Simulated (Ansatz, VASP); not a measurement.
Two plane-wave programs on AlNi3

```
CELL_PARAMETERS angstrom
0.00000 2.82044 2.82044
2.82044 0.00000 2.82044
2.82044 2.82044 0.00000
ATOMIC_POSITIONS crystal
Ni 0.75000 0.75000 0.75000
Ni 0.00000 0.00000 0.00000
Ni 0.25000 0.25000 0.25000
Al 0.50000 0.50000 0.50000
```

Change from the starting cell: volume scaled by 1.02.

Alike in both runs: task single point; functional PBE; k mesh 8 × 8 × 8; occupations fermi-dirac, width 0.05 eV; collinear spin, ferromagnetic start.

|  | VASP | Ansatz |
| --- | --- | --- |
| version | VASP 6.6.1 | Ansatz 0.2.0 |
| potentials or method | VASP PAW PBE potentials, release 64 (Ni, Al) | Ansatz PAW |
| plane-wave cutoff (eV) | 520 | 420 |
| valence electrons in the cell | 33 | 57 |

```tsv
	VASP	Ansatz	Ansatz less VASP
gap on the k mesh at the Fermi level (eV)	none	none	-
pressure (GPa)	3.1	3.1	+0.05
net moment per atom (μB)	0.00	0.00	0.000
```

A gap of «none» marks a metal or a gap that the smearing closes. The two sets of potentials don't hold the same shells in valence.

Caveats: the starting moments weren't kept (Ansatz).
